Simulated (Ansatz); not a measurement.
# Electron scattering at the Σ3 (111) boundary in fcc Au with Ti (substitutional), part 2 of 2

Wanted: what the Σ3 (111) boundary in fcc Au with Ti (substitutional) costs an interconnect.

Ansatz 0.2.0; Ansatz plane-wave DFT, PBE, PAW files; relaxation of a bicrystal slab with its lowest layers held; PAW set soft_1 (the session's first sound run).

So far. Step 2 (Relaxing the bicrystal): The largest force component on a free atom ends at 0.018 eV/Å, under the tolerance of 0.03, after 6 steps.

### 3. Transmission across the boundary

Bulk layers of each grain are laid under and over the relaxed boundary, and a lead is named in the middle of each, away from the free faces. The mesh across the current, 26×26, is finer than the density's, because channels open and close sharply across the zone. Energies from -0.1 to 0.1 eV in steps of 0.05 eV are too few for the program's thermal sum, so it prints no conductance; for a metal the transmission near the Fermi level serves, at a fraction of the cost.

This step: Ansatz plane-wave DFT, PBE, PAW files; ballistic transport by layer matching (Landauer), zero bias; boundary relaxed in a short slab, bulk layers laid on; PAW set soft_1 (Ansatz 0.2.0).

System of this step: Σ3 (111) boundary in fcc Au with Ti (substitutional). The cell holds 38 atoms: 37 Au and 1 Ti. Its edges and angles: a = 5.768 Å, b = 2.884 Å, c = 50.678 Å, α = 90.0°, β = 90.0°, γ = 120.0°. It derives from Au. Regions: lower grain, 16 atoms (16 Au); boundary, 10 atoms (9 Au and 1 Ti); upper grain, 12 atoms (12 Au). Vacuum lies along c.

File input.yaml:

```yaml
crystal:
  lattice:
    - [5.7675164608, 0.0, 0.0]
    - [-1.4418791152, 2.4974078859, 0.0]
    - [0.0, 0.0, 50.678486721]
  atoms:
    - { symbol: Au, position: [-1.6666666666, -6.6666666666, 0.078928955] }
    - { symbol: Au, position: [-1.1666666666, -6.6666666666, 0.078928955] }
    - { symbol: Au, position: [-1.5, -6.0, 0.1253900648] }
    - { symbol: Au, position: [-1.0, -6.0, 0.1253900648] }
    - { symbol: Au, position: [-1.3333333333, -5.3333333333, 0.1718511746] }
    - { symbol: Au, position: [-0.8333333333, -5.3333333333, 0.1718511746] }
    - { symbol: Au, position: [-1.1666666666, -4.6666666666, 0.2183122844] }
    - { symbol: Au, position: [-0.6666666666, -4.6666666666, 0.2183122844] }
    - { symbol: Au, position: [-1.0, -4.0, 0.2647733942] }
    - { symbol: Au, position: [-0.5, -4.0, 0.2647733942] }
    - { symbol: Au, position: [-0.8333333333, -3.3333333333, 0.311234504] }
    - { symbol: Au, position: [-0.3333333333, -3.3333333333, 0.311234504] }
    - { symbol: Au, position: [-0.6666666666, -2.6666666666, 0.3576956138] }
    - { symbol: Au, position: [-0.1666666666, -2.6666666666, 0.3576956138] }
    - { symbol: Au, position: [-0.5, -2.0, 0.4041567235] }
    - { symbol: Au, position: [0.0, -2.0, 0.4041567235] }
    - { symbol: Au, position: [0.6666666667, 0.6666666667, 0.4506178333] }
    - { symbol: Au, position: [0.1666666667, 0.6666666667, 0.4506178333] }
    - { symbol: Au, position: [0.8362815053, 0.3362815053, 0.5005931864] }
    - { symbol: Au, position: [0.3290678117, 0.3290678117, 0.4986401268] }
    - { symbol: Ti, position: [-0.0030181679, -0.0030181679, 0.5463502044] }
    - { symbol: Au, position: [0.4904946624, -0.0095053376, 0.54629675] }
    - { symbol: Au, position: [0.8360509211, 0.3360509211, 0.5922173497] }
    - { symbol: Au, position: [0.3288982729, 0.3288982729, 0.5941815763] }
    - { symbol: Au, position: [0.6689261608, 0.6689261608, 0.6420620602] }
    - { symbol: Au, position: [0.1676466429, 0.6676466429, 0.6425467123] }
    - { symbol: Au, position: [-0.4983802648, -1.9983802648, 0.688765496] }
    - { symbol: Au, position: [0.0016197352, -1.9983802648, 0.688765496] }
    - { symbol: Au, position: [-0.6650469315, -2.6650469315, 0.7352266058] }
    - { symbol: Au, position: [-0.1650469315, -2.6650469315, 0.7352266058] }
    - { symbol: Au, position: [-0.8317135982, -3.3317135982, 0.7816877156] }
    - { symbol: Au, position: [-0.3317135982, -3.3317135982, 0.7816877156] }
    - { symbol: Au, position: [-0.9983802648, -3.9983802648, 0.8281488254] }
    - { symbol: Au, position: [-0.4983802648, -3.9983802648, 0.8281488254] }
    - { symbol: Au, position: [-1.1650469315, -4.6650469315, 0.8746099352] }
    - { symbol: Au, position: [-0.6650469315, -4.6650469315, 0.8746099352] }
    - { symbol: Au, position: [-1.3317135982, -5.3317135982, 0.921071045] }
    - { symbol: Au, position: [-0.8317135982, -5.3317135982, 0.921071045] }
kpoints:
  mp_grid: { grid: [10, 10, 1] }
hamiltonian:
  xc: pbe
  pseudopotentials: { kind: paw, azcp: { folder: soft_1 } }
scf:
  occupations: { method: fermi_dirac, width: 0.1 }
output:
  transmission:
    leads: [[10, 12], [28, 30]]
    kmesh: [26, 26]
    e_range: [-0.1, 0.1]
    de: 0.05
  write_potential: true
  write_density: true
  volumetric_format: npy
  elf: true
```

The run is started by

```bash
$ ansatz run input.yaml --threads 4 --pin off --max-ram 15360MiB --backend cpu --events-out ev --progress --plain --runs-dir out
```

Numbers of over 12 decimals in the logs are rounded to 6 here.

What it wrote:

```text
[...]
Crystal: 38 atoms, lattice volume = 729.965 Å³
Basis set: ecut = 420 eV, 14333 PW (Γ)
Bands: 429, of which v1, the nominal top of the filled ones, is band 358 counted from 1 (357 counted from 0)
Symmetry: 2 space group operations
[...]
k-points: 36 of 100 (time reversal used)
[...]
SCF iter   1: F=—  HF=-489108.242161 eV  |F-HF|=—  |Δ(HF+E_count)|=         —  Δρ=9.97e-2  dr2=6.15e2  ethr=3.10e-3  ⟨swp⟩=5.0  Hψ=47464  notcnv=0  defer=1406
[...]
SCF iter  11: F=-489093.369805 eV  HF=-489093.369805 eV  |F-HF|=4.21e-8  |Δ(HF+E_count)|=  8.15e-10  Δρ=2.68e-6  dr2=7.39e-8  ethr=1.40e-11  ⟨swp⟩=11.3  Hψ=80555  notcnv=0
SCF 1 converged in 11 iterations: F = -489093.369805 eV  dr2 = 7.39e-8
[...]
transmission: 748 of 7448 steps passed
transmission: 1492 of 7448 steps passed
[...]
transmission: 7448 of 7448 steps passed
WARN: The output density's exchange-correlation potential varies sharply where the density is thin. Do not read a vacuum level from v_tot or v_xc, or from such a field of the output density. On a cell that repeats whose density bears no net charge and no dipole along the vacuum's axis use v_es (v_loc + v_h of the components); under efield.dipole_correction with no amplitude use v_es + v_field, which holds any externa [...]
SCF converged after 11 iterations
Free energy (F): -489093.369805 eV
[...]
Internal energy: -489092.902967 eV  (E = F + TS)
E sigma→0 (E₀):  -489093.136386 eV
Entropy (-TS):   -0.466838 eV (-12.285 meV/atom)
Fermi energy:    17.527396 eV
[...]
--- Band table (eV; the first three rows and the last of 36) ---
  k-point 0: bands = [... 354 lower, 16.2349, 16.4766, 16.8290, 16.9492, 17.1093, 17.1761, 17.1842, 17.3862, ... 67 higher]
  k-point 1: bands = [... 354 lower, 16.9306, 17.1354, 17.1649, 17.2745, 17.3260, 17.3963, 17.5007, 17.5855, ... 67 higher]
  k-point 2: bands = [... 354 lower, 17.2727, 17.3395, 17.3808, 17.4369, 17.4958, 17.6125, 17.7152, 17.8243, ... 67 higher]
  k-point 35: bands = [... 354 lower, 17.9917, 18.0917, 18.2026, 18.3332, 18.4085, 18.5966, 18.6743, 18.9307, ... 67 higher]
--- Transmission ---
  basis      : 125 plane waves across, 38 finite elements along
  points     : 196, standing for a mesh of 26 x 26
  energies   : 5 from -0.100000 to 0.100000 eV about the Fermi level, 0.050000 eV apart; the leads are filled to 0.000000 eV, and channels, transmission and decay are at 0.000000 eV
  crystal 0  : Au2, at the sites [10, 12], period 2.3546 Å, over 21.19 Å; its Hamiltonian steps by up to 6.4 meV
    offset         : up to 0.0000 Å between an atom of the period and one for which it stands
    channels       : 1.602071e0 a spin
    conductance    : none, the energies end too early or step too widely for 300 K: set another output.transmission.e_range or a lower de, or, where they end at an eighth of basis.ecutwfc, a higher one
[...]
channels       : 1.602071e0 a spin
[...]
junction   : crystal 0 to crystal 1, 13.90 to 39.14 Å
    transmission   : 7.887957e-1 a spin
[...]
```

Run time: 24 min. Hardware: 4 threads of Arm Neoverse V1, shared host; peak memory 13 GiB.

Reading the cycles: dr2 is the Hartree energy of the density residual (eV), the measure of convergence; HF is the Harris–Foulkes estimate of the energy, which meets the free energy F at convergence.

This step gave:

- free energy: -489093.3698 eV
- energy at zero smearing: -489093.1364 eV
- Fermi energy: 17.53 eV
- cell area: 14.40 Å²
- transmission per spin nearest the Fermi level: 0.7888
- open channels per spin nearest the Fermi level: 1.602
- open channels per spin, upper lead: 1.602
- step of the lead's potential: 6.4 meV
- step of the upper lead's potential: 19.1 meV

Per spin. Transmission, zone mean against energy, zero at the Fermi level:

```
energy (eV)  transmission, zone mean
    -0.1000                    0.761
    -0.0500                    0.780
     0.0000                    0.789
     0.0500                    0.796
     0.1000                    0.798
```

Per spin. Table of open channels, zone mean by energy, zero at the Fermi level:

```
energy (eV)  lead  upper lead
    -0.1000  1.57        1.57
    -0.0500  1.56        1.57
     0.0000  1.60        1.60
     0.0500  1.61        1.61
     0.1000  1.60        1.60
```

Transmission over k1 and k2. At 0.0000 eV from the Fermi level.

Ten even steps from '_' (0.00) to '@' (1.91):
```
------::::..______..::--==**##**==--::..______..::::
..::::::......__________::==++++++==::__________....
::::------::::::....____..==++======++==..____....::
------======------::::..__++++====--====++++__..::::
--==================----::****++==========++****::--
========++++++++++========%%####****++++++****####%%
##%%++++++++++++++++++++++%%######**************####
==++**##==++==--__--==++==##**++==------------------
::::::--==++--++++++++++--++==--::::::::::::..::::::
::::------====**==..--..==**====------::::::::::::::
======++++++++++++++==--==++++++++++++++============
--==++++++++++++======------======++++++++++++==----
::::--==++++++++++======------======++++++++++==--::
------==++++++++++++======------======++++++++++++==
==============++++++++++++++==--==++++++++++++++====
::::::::::::::::------====**==..--..==**====------::
::::::::..::::::::::::--==++--++++++++++--++==--::::
==------------------==++**##==++==--__--==++==##**++
######**************######%%++++++++++++++++++++++%%
==%%####****++++++****####%%========++++++++++======
----::****++==========++****::----==================
--::::..__++++====--====++++__..::::------======----
::::....____..==++======++==..____....::::::------::
......__________::==++++++==::__________......::::::
--::::..______..::--==**##**==--::..______..::::----
::::::::::--++####%%%%@@@@@@@@@@%%%%####++--::::::::
```
Columns: k1 (b1) from -0.5 to 0.462; rows upwards: k2 (b2) from -0.5 to 0.462.

Open channels over k1 and k2. At 0.0000 eV from the Fermi level.

Ten even steps from '_' (1.00) to '@' (2.00):
```
______________________@@@@@@@@@@@@@@________________
________________________@@@@@@@@@@@@@@______________
________________________@@@@@@@@@@@@@@@@@@__________
________________________@@@@@@@@@@@@@@@@@@@@@@______
________________________@@@@@@@@@@@@@@@@@@@@@@@@@@__
@@______________________@@@@@@@@@@@@@@@@@@@@@@@@@@@@
@@@@@@__________________@@@@@@@@@@@@@@@@@@@@@@@@@@@@
@@@@@@@@@@______________@@@@@@@@@@@@@@@@@@@@@@@@@@@@
@@@@@@@@@@@@@@__________@@@@@@@@@@@@@@@@@@@@@@@@@@@@
@@@@@@@@@@@@@@@@@@______@@@@@@@@@@@@@@@@@@@@@@@@@@@@
@@@@@@@@@@@@@@@@@@__________@@@@@@@@@@@@@@@@@@@@@@@@
@@@@@@@@@@@@@@@@@@______________@@@@@@@@@@@@@@@@@@@@
@@@@@@@@@@@@@@@@@@__________________@@@@@@@@@@@@@@@@
@@@@@@@@@@@@@@@@@@@@@@______________@@@@@@@@@@@@@@@@
@@@@@@@@@@@@@@@@@@@@@@@@@@__________@@@@@@@@@@@@@@@@
@@@@@@@@@@@@@@@@@@@@@@@@@@@@@@______@@@@@@@@@@@@@@@@
@@@@@@@@@@@@@@@@@@@@@@@@@@@@@@__________@@@@@@@@@@@@
@@@@@@@@@@@@@@@@@@@@@@@@@@@@@@______________@@@@@@@@
@@@@@@@@@@@@@@@@@@@@@@@@@@@@@@__________________@@@@
@@@@@@@@@@@@@@@@@@@@@@@@@@@@@@______________________
____@@@@@@@@@@@@@@@@@@@@@@@@@@______________________
________@@@@@@@@@@@@@@@@@@@@@@______________________
____________@@@@@@@@@@@@@@@@@@______________________
________________@@@@@@@@@@@@@@______________________
__________________@@@@@@@@@@@@@@____________________
@@@@@@@@@@@@@@@@@@@@@@@@@@@@@@@@@@@@@@@@@@@@@@@@@@@@
```
Columns: k1 (b1) from -0.5 to 0.462; rows upwards: k2 (b2) from -0.5 to 0.462.

Valence density in the ca plane at fractional y = 0.000, with atoms of Au and Ti within 0.2 Å of it. It is the smooth field of the valence electrons, not physical close to the nuclei.

Ten steps, logarithmic in the rise over the least value, from '0' (0 e/Å³) to '9' (14 e/Å³), each cell a mean:
```
58997411111000011111479852111110000111126898
35775211222100122211246531122221012222124676
12332112443211244321112111134431113443211333
11111113454211345421111111235532123554211111
12332112443211244321123321134431113443112333
36775211222100122211367642112221001222124676
58997411111000011112589863111110000111126898
58997411110000011112689974111100000111136899
47886311121000112112578863111210001221125788
24553212333111233211346532123331112332112455
11221113454212355321122211134542123454211222
11221113454212355321011100134542123454211222
24553212333111233211123310123332112332113455
47886311121000122111367741112210001121125788
58997411110000011111489862111100000111136999
```
Columns run along c (16.0 Å, from fractional 0.39 to 0.70 of the cell), rows up along a (5.8 Å). Atoms in or near the plane, at fractional coordinates: Au at (0.40, 0.50), Au at (0.40, 0.00), Ti at (0.55, 0.00), Au at (0.55, 0.49), Au at (0.69, 0.50), Au at (0.69, 0.00).

ELF in the ca plane at fractional y = 0.000, with atoms of Au and Ti within 0.2 Å of it. It is the smooth field of the valence electrons, not physical close to the nuclei.

Values, 8 rows by 16 columns, each cell a mean:
```
0.46 0.48 0.22 0.22 0.15 0.21 0.26 0.34 0.60 0.21 0.25 0.16 0.19 0.22 0.31 0.55
0.24 0.24 0.24 0.37 0.21 0.32 0.34 0.20 0.19 0.27 0.38 0.22 0.30 0.35 0.20 0.27
0.29 0.30 0.23 0.34 0.20 0.30 0.28 0.28 0.35 0.24 0.34 0.21 0.28 0.31 0.22 0.34
0.52 0.54 0.22 0.20 0.14 0.18 0.20 0.42 0.59 0.26 0.20 0.14 0.17 0.20 0.33 0.63
0.47 0.49 0.21 0.22 0.16 0.21 0.21 0.40 0.55 0.25 0.22 0.17 0.19 0.22 0.31 0.56
0.24 0.24 0.25 0.37 0.22 0.35 0.29 0.27 0.33 0.23 0.37 0.26 0.29 0.35 0.20 0.26
0.29 0.30 0.23 0.34 0.21 0.32 0.30 0.17 0.23 0.22 0.34 0.24 0.26 0.31 0.23 0.34
0.52 0.54 0.22 0.20 0.13 0.20 0.23 0.40 0.66 0.19 0.23 0.15 0.17 0.20 0.33 0.63
```
Columns run along c (16.0 Å, from fractional 0.39 to 0.70 of the cell), rows up along a (5.8 Å). Atoms in or near the plane, at fractional coordinates: Au at (0.40, 0.50), Au at (0.40, 0.00), Ti at (0.55, 0.00), Au at (0.55, 0.49), Au at (0.69, 0.50), Au at (0.69, 0.00).

Electrostatic potential energy in the ca plane at fractional y = 0.000, with atoms of Au and Ti within 0.2 Å of it. With pseudopotentials it is smooth inside the atoms' cores, unlike the true potential.

Ten even steps from '0' (-31 eV) to '9' (21 eV), each cell a mean:
```
51001799999999999998511137999999999999984000
74225899888999988899742368998899999889997323
98778998657999865789987789986679997657999878
99999997546899754689999999975468997446999999
98778998657999866799987899986679998667999877
74225899888999988999742368998899999889996322
51001799999999999998400027999999999999983000
40001699999999999998300027999999999999983000
62003799999999999998510038999999999999985101
86557998778999877899854479997789998778998645
99899998546899754799998899985468997546899989
99899998546899744799998899985468997546899989
86557998778999877899865679987779998778998645
62003799999999999998621248999999999999985101
40001699999999999998411127999999999999983000
```
Columns run along c (16.0 Å, from fractional 0.39 to 0.70 of the cell; values clipped at the 3rd and 97th percentile), rows up along a (5.8 Å). Atoms in or near the plane, at fractional coordinates: Au at (0.40, 0.50), Au at (0.40, 0.00), Ti at (0.55, 0.00), Au at (0.55, 0.49), Au at (0.69, 0.50), Au at (0.69, 0.00).

Over the solved energies the transmission per spin lies between 0.761 and 0.798, out of 1.59 channels of the lead on average (up to 1.61).

### 4. Specific resistance

This step: Ansatz plane-wave DFT, PBE, PAW files; ballistic transport by layer matching (Landauer), zero bias; specific resistance of the boundary; PAW set soft_1 (Ansatz 0.2.0).

Numbers from this step:

- area resistance: 1.199 fΩ m²
- T over the leads' mean channel count: 0.4938

Averaged over the energies near the Fermi level, 49.4 % of the channels pass, which makes 1.20 fΩ m².

By hand, with T and the leads' channels N averaged over the energies near the Fermi level: RA = A (h/2e²)(1/T − ½[1/N₁ + 1/N₂]) = 14.40×10⁻²⁰ m² × 12 906 Ω × (1/0.7847 − ½[1/1.588 + 1/1.590]) = 1.20 fΩ m².

### 5. Summary of results

| Property | Result |
| --- | --- |
| specific resistance of the boundary | 1.20 fΩ m² |
| share of channels that pass | 0.494 |

In words: The boundary has a specific resistance of 1.2 fΩ m². The boundary reflects 51 % of the channels; 1.2 fΩ m² is 12×10⁻¹² Ω·cm². That equals the resistance of 53 nm of bulk Au at 300 K (measured 2.271 µΩ cm, CRC Handbook of Chemistry and Physics, 84th ed., 2003, Electrical Resistivity of Pure Metals). One Ti in 14.4 Å² of boundary is a high coverage. One starting structure was relaxed; another shift or atom count at the boundary may lie lower. Spin-orbit coupling is left out, which matters for Au.

[Logs are printed without paths, hosts, clocks, repeated set-up lines and the standing remarks that a program may print on its own settings, such as how far it seeks lower states.]

[Hosts, paths, dates, database ids (printed as entryN), source tags and the programs' standing remarks are cut or masked in the printed files.]
